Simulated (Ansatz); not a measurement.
## BiTe: an elastic constant from a strain scan

Computed with Ansatz, DFT PBEsol, scalar-relativistic, plane waves, PAW. The runs took a 420 eV cutoff, a Γ-centred 18×18×18 mesh and Gaussian smearing (0.15 eV). Spin–orbit coupling is left out, which can shift energies with elements as heavy as these. No spin polarisation. Energies are free energies at this smearing, counted from the undisturbed cell; pressure is positive in compression.

Reference structure (relaxed at this level; it needn't be the usual structure):

```
Bi Te
1.0
     2.39925    1.38521    3.19511
    -2.39925    1.38521    3.19511
     0.00000   -2.77041    3.19511
Bi Te
1 1
Direct
  0.50000 0.50000 0.50000
  0.00000 0.00000 0.00000
```

The cell is strained by ε times the Voigt pattern (0, 0, 1, 0, 0, 0) (xx, yy, zz, yz, xz, xy; engineering shear) with fractional coordinates fixed. The cell holds 2 atoms in V0 = 63.71 Å³. The stress column is τ = (1/V0) dE/dε, got from the stress tensor σ (compression positive) at each point as −det(1 + εP) σ : P(1 + εP)⁻¹, with P the pattern as a tensor.

| ε | ΔE (meV/atom) | τ (GPa) |
| --- | --- | --- |
| -0.0400 | 8.009 | -2.018 |
| -0.0300 | 4.518 | -1.497 |
| -0.0200 | 2.043 | -0.995 |
| -0.0100 | 0.548 | -0.511 |
| 0.0000 | 0.000 | -0.042 |
| 0.0100 | 0.369 | 0.410 |
| 0.0200 | 1.620 | 0.846 |
| 0.0300 | 3.719 | 1.262 |
| 0.0350 | 5.073 | 1.461 |
| 0.0400 | ? | ? |

Which combination of elastic constants does this scan measure, and how large is it?

For small ε, τ = τ0 + Kε with K = pᵀCp, which for this pattern is C33 in the Cartesian frame shown. The parabola through τ at ε = -0.0100, 0 and 0.0100 has slope K = 46 GPa at zero. The energies per cell, E = NΔE, of the same two points give K = 2[E(ε₊)/ε₊ − E(ε₋)/ε₋]/[(ε₊ − ε₋)V0] = 46 GPa, in agreement.

Predict the withheld row at ε = 0.0400 from the harmonic law, and compare.

ΔE = V0(τ0 ε + Kε²/2)/N = 6.990 meV/atom and τ = 1.80 GPa. The calculation gives 6.622 meV/atom and 1.65 GPa: the energy lies 5 % below the harmonic value, as bonds soften when stretched.

In a metal these slopes depend on the k mesh and the smearing.

Cost: 10 runs of about 3.3 core-minutes in all, on Intel Xeon 6975P-C (Granite Rapids) (shared hosts).